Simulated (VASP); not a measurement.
# InP (F-43m) in VASP: further runs

Runs on InP. Level: PBE. Tasks: relaxation of the atoms.

All numbers are computed with VASP 6.6.1; they aren't measurements. Logs are shortened: lines on timing, memory, paths and dates and some standing lists are left out, and cuts for length are marked.

**The experiment to reproduce.**

A printed reference work, data compilation reports, for a bulk crystal of InP at 1.6 K: band gap 1.4236 eV (direct).

The runs below are set against these values where they give the same quantity.

### 1 Starting point

The structure is cubic, space group F-43m (No. 216). The conventional cell has a = 5.958 Å, b = 5.958 Å, c = 5.958 Å, α = 90.00°, β = 90.00°, γ = 90.00°. In (site symmetry -43m) has 4 P at 2.58 Å as nearest neighbours. P (site symmetry -43m) is surrounded by 4 In at 2.58 Å.

### 2 Relaxation of the atoms, PBE

INCAR reads:

```
PREC = Accurate ; ENCUT = 600
EDIFF = 1E-7 ; ISMEAR = 0
SIGMA = 0.03 ; LREAL = False
LASPH = True ; NELM = 80
ALGO = Fast ; ISIF = 2
LWAVE = False ; LCHARG = False
GGA = PE ; IBRION = 2
NSW = 40 ; EDIFFG = -0.01
```

KPOINTS reads:

```
Automatic mesh
0
Gamma
  8 8 8
```

POSCAR reads:

```
InP                                     
1.0
    0.0000000000      2.9791538216      2.9791538216
    2.9791538216      0.0000000000      2.9791538216
    2.9791538216      2.9791538216      0.0000000000
  In              P             
     1     1
Direct
     0.0000000000000000    0.0000000000000000    0.0000000000000000
     0.2500000000000000    0.2500000000000000    0.2500000000000000
```

Potentials or basis: VASP PAW PBE potentials, release 64 (In_d, P).

Command:

```sh
$ cat potpaw_PBE.64/In_d/POTCAR potpaw_PBE.64/P/POTCAR > POTCAR
$ mpirun -np 1 vasp_std > vasp.out
```

OUTCAR:

```text
PREC = Accurate
   ENCUT = 600
   EDIFF = 1E-7
   ISMEAR = 0
   LREAL = False
   LASPH = True
   NELM = 80
   ISIF = 2
   GGA = PE
   IBRION = 2
   NSW = 40
   EDIFFG = -0.01

 ion  position               nearest neighbor table
   1  0.000  0.000  0.000-   2 2.58   2 2.58   2 2.58   2 2.58
   2  0.250  0.250  0.250-   1 2.58   1 2.58   1 2.58   1 2.58

  LATTYP: Found a face centered cubic cell.
 ALAT       =     5.9583076432

  Lattice vectors:

 A1 = (   0.0000000000,   2.9791538216,   2.9791538216)
 A2 = (   2.9791538216,   0.0000000000,   2.9791538216)
 A3 = (   2.9791538216,   2.9791538216,   0.0000000000)

Analysis of symmetry for initial positions (statically):
=====================================================================
 Subroutine PRICEL returns:
 Original cell was already a primitive cell.

 Routine SETGRP: Setting up the symmetry group for a
 face centered cubic supercell.

 Subroutine GETGRP returns: Found 24 space group operations
 (whereof 24 operations were pure point group operations)
 out of a pool of 48 trial point group operations.

The static configuration has the point symmetry T_d .

Analysis of symmetry for dynamics (positions and initial velocities):
=====================================================================
 Subroutine PRICEL returns:
 Original cell was already a primitive cell.

 Routine SETGRP: Setting up the symmetry group for a
 face centered cubic supercell.

 Subroutine GETGRP returns: Found 24 space group operations
 (whereof 24 operations were pure point group operations)
 out of a pool of 48 trial point group operations.

The dynamic configuration has the point symmetry T_d .

 Subroutine INISYM returns: Found 24 space group operations
 (whereof 24 operations are pure point group operations),
 and found     1 'primitive' translations

----------------------------------------------------------------------------------------

                                     Primitive cell

  volume of cell :      52.8821

  direct lattice vectors                    reciprocal lattice vectors
     0.000000000  2.979153822  2.979153822    -0.167832891  0.167832891  0.167832891
     2.979153822  0.000000000  2.979153822     0.167832891 -0.167832891  0.167832891
     2.979153822  2.979153822  0.000000000     0.167832891  0.167832891 -0.167832891

  length of vectors
     4.213159739  4.213159739  4.213159739     0.290695095  0.290695095  0.290695095

  position of ions in fractional coordinates (direct lattice)
     0.000000000  0.000000000  0.000000000
     0.250000000  0.250000000  0.250000000

  ion indices of the primitive-cell ions
   primitive index   ion index
                 1           1
                 2           2

----------------------------------------------------------------------------------------

 KPOINTS: Automatic mesh

Automatic generation of k-mesh.
 Grid dimensions read from file:
 generate k-points for:    8    8    8

 Generating k-lattice:

  Cartesian coordinates                     Fractional coordinates (reciprocal lattice)
    -0.020979111  0.020979111  0.020979111     0.125000000  0.000000000  0.000000000
     0.020979111 -0.020979111  0.020979111     0.000000000  0.125000000  0.000000000
     0.020979111  0.020979111 -0.020979111     0.000000000  0.000000000  0.125000000

  Length of vectors
     0.036336887  0.036336887  0.036336887

  Shift w.r.t. Gamma in fractional coordinates (k-lattice)
     0.000000000  0.000000000  0.000000000

 Subroutine IBZKPT returns following result:
 ===========================================

 Found     29 irreducible k-points:

 Following reciprocal coordinates:
            Coordinates               Weight
  0.000000  0.000000  0.000000      1.000000
  0.125000  0.000000  0.000000      8.000000
  0.250000  0.000000  0.000000      8.000000
  0.375000  0.000000  0.000000      8.000000
  0.500000  0.000000  0.000000      4.000000
  0.125000  0.125000  0.000000      6.000000
[... 16 lines left out ...]
  0.500000  0.250000  0.125000     48.000000
 -0.375000  0.250000  0.125000     24.000000
 [... further k-points ...]
   k-points           NKPTS =     29   k-points in BZ     NKDIM =     29   number of bands    NBANDS=     13
   number of dos      NEDOS =    301   number of ions     NIONS =      2
   total plane-waves  NPLWV =  46656
   dimension x,y,z NGX =    36 NGY =   36 NGZ =   36
   dimension x,y,z NGXF=    72 NGYF=   72 NGZF=   72
   ions per type =               1   1
   NGX,Y,Z   is equivalent  to a cutoff of  14.21, 14.21, 14.21 a.u.
   NGXF,Y,Z  is equivalent  to a cutoff of  28.41, 28.41, 28.41 a.u.
 SYSTEM =  unknown system
   PREC   = accura    normal or accurate (medium, high low for compatibility)
   ISTART =      0    job   : 0-new  1-cont  2-samecut
   ICHARG =      2    charge: 1-file 2-atom 10-const
   ISPIN  =      1    spin polarized calculation?
   LNONCOLLINEAR =      F non collinear calculations
   LSORBIT =      F    spin-orbit coupling
   LASPH  =      T    aspherical Exc in radial PAW
   ENCUT  =  600.0 eV  44.10 Ry    6.64 a.u.   8.41  8.41  8.41*2*pi/ulx,y,z
   NELM   =     80;   NELMIN=  2; NELMDL= -5     # of ELM steps
   EDIFF  = 0.1E-06   stopping-criterion for ELM
   LREAL  =      F    real-space projection
   EDIFFG = -.1E-01   stopping-criterion for IOM
   NSW    =     40    number of steps for IOM
   IBRION =      2    ionic relax: 0-MD 1-quasi-New 2-CG
   NFREE  =      1    steps in history (QN), initial steepest desc. (CG)
   ISIF   =      2    stress and relaxation
   ISYM   =      2    0-nonsym 1-usesym 2-fastsym
   POTIM  = 0.5000    time-step for ionic-motion
   TEBEG  =    0.0;   TEEND  =   0.0 temperature during run
   PSTRESS=    0.0 pullay stress
   NELECT =      18.0000    total number of electrons
   NUPDOWN=      -1.0000    fix difference up-down
   EMIN   =  10.00;   EMAX   =-10.00  energy-range for DOS
   EFERMI =   0.00;   METHOD = LEGACY
   ISMEAR =     0;   SIGMA  =   0.03  broadening in eV -4-tet -1-fermi 0-gaus
   EFERMI_NEDOS =   21; number of points for ismear=-14 and -15
   IALGO  =     68    algorithm
   IMIX   =      4    mixing-type and parameters
     AMIX     =   0.40;   BMIX     =  1.00
     AMIX_MAG =   1.60;   BMIX_MAG =  1.00
  volume/ion in A,a.u.               =      26.44       178.43
  Fermi-wavevector in a.u.,A,eV,Ry     =   1.143043  2.160039 17.776669  1.306548
  Thomas-Fermi vector in A             =   2.279740
   LORBIT       =      0    0 simple, 1 ext, 2 COOP (PROOUT), +10 PAW based schemes
   GGA     = PE    functional components
   LHFCALC =     F    Hartree Fock is set to
   AEXX    =    0.0000 exact exchange contribution
   IVDW    =     0    specifies the selected vdW correction
   LEPSILON=     F    determine dielectric tensor
   LRPA    =     F    only Hartree local field effects (RPA)
 conjugate gradient relaxation of ions
 non-spin polarized calculation
 RMM-DIIS sequential band-by-band and
 Gauss-broadening in eV      SIGMA  =   0.03
  energy-cutoff  :      600.00
  volume of cell :       52.88
 maximum number of plane-waves:      1807
 NGX is ok and might be reduce to    36
   NGX = 17   NGY = 17   NGZ = 17

 number of electron      17.9999999 magnetization

 Free energy of the ion-electron system (eV)
  ---------------------------------------------------
  ext. energy  EPLUGINS =         0.00000000
  ---------------------------------------------------
  free energy    TOTEN  =        -8.40628563 eV

  energy without entropy =       -8.40628563  energy(sigma->0) =       -8.40628563

 E-fermi :   4.8487     XC(G=0):  -9.0651

 val. band max:        4.6638425864   @ k =   0.0000   0.0000   0.0000
 cond. band min:       5.1058843828   @ k =   0.0000   0.0000   0.0000
 fundamental gap:      0.4420417964
 Fermi energy:         4.8487486549

 k-point     1 :       0.0000    0.0000    0.0000
  band No.  band energies     occupation
      1      -9.4335      2.00000
      2      -9.4335      2.00000
      3      -9.4335      2.00000
      4      -9.3047      2.00000
      5      -9.3047      2.00000
      6      -6.5267      2.00000
      7       4.6638      2.00000
      8       4.6638      2.00000
      9       4.6638      2.00000
     10       5.1059      0.00000
     11       8.7526      0.00000
     12       8.7526      0.00000
     13       8.7526      0.00000

 k-point     2 :       0.1250    0.0000    0.0000
  band No.  band energies     occupation
      1      -9.4486      2.00000
      2      -9.4272      2.00000
      3      -9.4272      2.00000
      4      -9.3046      2.00000
      5      -9.3046      2.00000
      6      -6.3620      2.00000
      7       3.1129      2.00000
      8       4.4931      2.00000
      9       4.4931      2.00000
     10       6.1228      0.00000
     11       8.8660      0.00000
     12       9.0128      0.00000
     13       9.0128      0.00000

 k-point     3 :       0.2500    0.0000    0.0000
  band No.  band energies     occupation
      1      -9.4838      2.00000
      2      -9.4138      2.00000
      3      -9.4138      2.00000
      4      -9.3024      2.00000
      5      -9.3024      2.00000
      6      -5.9033      2.00000
      7       1.3143      2.00000
      8       4.1492      2.00000
      9       4.1492      2.00000
     10       6.3157      0.00000
     11       9.4212      0.00000
     12       9.4212      0.00000
     13       9.8459      0.00000
[... 305 lines left out ...]
 k-point    23 :       0.5000    0.2500    0.1250
  band No.  band energies     occupation
      1      -9.5361      2.00000
      2      -9.3929      2.00000
      3      -9.3799      2.00000
      4      -9.3137      2.00000
      5      -9.2915      2.00000
      6      -4.9698      2.00000
      7      -0.1626      2.00000
      8       2.2838      2.00000
      9       3.3203      2.00000
     10       7.7213      0.00000
     11       8.8505      0.00000
     12       9.9044      0.00000
     13      11.2475      0.00000

 k-point    24 :      -0.3750    0.2500    0.1250
  band No.  band energies     occupation
      1      -9.5434      2.00000
      2      -9.3924      2.00000
      3      -9.3756      2.00000
      4      -9.3088      2.00000
      5      -9.2936      2.00000
      6      -4.6700      2.00000
      7      -0.6604      2.00000
      8       2.1380      2.00000
      9       3.1518      2.00000
     10       7.6870      0.00000
     11       8.8719      0.00000
     12      10.4356      0.00000
     13      11.7427      0.00000

 [... further k-points ...]

------------------------ aborting loop because EDIFF is reached ----------------------------------------

  FORCE on cell =-STRESS in cart. coord.  units (eV):
  Direction    XX          YY          ZZ          XY          YZ          ZX
  --------------------------------------------------------------------------------------
  -------------------------------------------------------------------------------------
  Total        0.0021989      0.0021989      0.0021989      0.0000000      0.0000000      0.0000000
  in kB        0.0666197      0.0666197      0.0666197      0.0000000      0.0000000      0.0000000
  external PRESSURE =       0.0666197 kB  Pullay stress =       0.0000000 kB

 VOLUME and BASIS-vectors are now :
 -----------------------------------------------------------------------------
  energy-cutoff  :      600.00
  volume of cell :       52.88
      direct lattice vectors                 reciprocal lattice vectors
     0.000000000  2.979153822  2.979153822    -0.167832891  0.167832891  0.167832891
     2.979153822  0.000000000  2.979153822     0.167832891 -0.167832891  0.167832891
     2.979153822  2.979153822  0.000000000     0.167832891  0.167832891 -0.167832891

 POSITION                                       TOTAL-FORCE (eV/Angst)
 -----------------------------------------------------------------------------------
      0.00000      0.00000      0.00000         0.000000      0.000000     -0.000000
      1.48958      1.48958      1.48958        -0.000000     -0.000000      0.000000
 -----------------------------------------------------------------------------------
    total drift:                               -0.000000     -0.000000     -0.000000

  FREE ENERGIE OF THE ION-ELECTRON SYSTEM (eV)
  ---------------------------------------------------
  free  energy   TOTEN  =        -8.4062856269 eV

  energy  without entropy=       -8.4062856269  energy(sigma->0) =       -8.40628563

 reached required accuracy - stopping structural energy minimisation
```

Wall time 53 s (1 thread of Intel Xeon Platinum 8375C at 2.90GHz (Ice Lake), shared host); peak memory 0.21 GiB.

Results:

| Quantity | Value |
| --- | --- |
| Free energy | -8.4063 eV |
| Pressure after relaxing | 0.0 GPa |
| Band gap on the k mesh | 0.44 eV, direct |

Final structure:
```
CELL_PARAMETERS angstrom
0.00000 2.97915 2.97915
2.97915 0.00000 2.97915
2.97915 2.97915 0.00000
ATOMIC_POSITIONS crystal
In 0.00000 0.00000 0.00000
P 0.25000 0.25000 0.25000
```

Levels at points of the mesh, in eV from the valence-band top:
```
           k point  band 5  band 6  band 7  band 8  band 9  band 10  band 11  band 12  band 13
(0.00, 0.00, 0.00)  -13.97  -11.19    0.00    0.00    0.00     0.44     4.09     4.09     4.09
(0.50, 0.00, 0.00)  -13.96   -9.62   -5.48   -0.90   -0.90     1.38     4.80     4.80     6.99
(0.50, 0.50, 0.00)  -13.94   -9.03   -5.54   -2.16   -2.16     1.84     2.26     8.91     9.27
```

Caveat: the relaxation stopped at its first step, so nothing moved; spin-orbit coupling is left out, which moves the levels of the heavy elements.

### 3 Relaxation of the atoms, PBE (a relaxed cell with its volume scaled by 1.02)

INCAR is that of step 2.

KPOINTS is that of step 2.

POSCAR reads:

```
InP                                     
1.0
    0.0000000000      2.9988838921      2.9988838921
    2.9988838921      0.0000000000      2.9988838921
    2.9988838921      2.9988838921      0.0000000000
  In              P             
     1     1
Direct
     0.0000000000000000    0.0000000000000000    0.0000000000000000
     0.2500000000000000    0.2500000000000000    0.2500000000000000
```

Potentials or basis: VASP PAW PBE potentials, release 64 (In_d, P).

Command:

```sh
$ cat potpaw_PBE.64/In_d/POTCAR potpaw_PBE.64/P/POTCAR > POTCAR
$ mpirun -np 1 vasp_std > vasp.out
```

Run time: 59 s. Hardware: 1 thread of Intel Xeon Platinum 8375C at 2.90GHz (Ice Lake), shared host; peak memory 0.21 GiB.

The run converged. Its results:

```
Free energy             : -8.4026 eV
Pressure after relaxing : -1.1 GPa
Band gap on the k mesh  : 0.33 eV, direct
```

Final structure:
```yaml
crystal:
  lattice:
    - [0.00000, 2.99888, 2.99888]
    - [2.99888, 0.00000, 2.99888]
    - [2.99888, 2.99888, 0.00000]
  atoms:
    - { symbol: In, position: [0.00000, 0.00000, 0.00000] }
    - { symbol: P, position: [0.25000, 0.25000, 0.25000] }
```

Levels at points of the mesh, in eV from the valence-band top:
```csv
k point,band 6,band 7,band 8,band 9,band 10,band 11,band 12,band 13
"(0.00, 0.00, 0.00)",-11.07,0.00,0.00,0.00,0.33,4.09,4.09,4.09
"(0.50, 0.00, 0.00)",-9.56,-5.38,-0.87,-0.87,1.33,4.80,4.80,6.94
"(0.50, 0.50, 0.00)",-8.98,-5.46,-2.10,-2.10,1.88,2.26,8.80,9.13
```

Caveat: the relaxation stopped at its first step, so nothing moved; spin-orbit coupling is left out, which moves the levels of the heavy elements.

### 4 Comparison with measurements

Step 2. A measured gap of InP is 1.4236 eV (direct; 1.6 K; a printed reference work, data compilation); the calculated 0.44 eV misses it by -0.98 eV. Spin-orbit coupling on In is left out. The value is that of PBE, without temperature or zero-point motion. Semilocal functionals fall short of measured gaps as a rule.
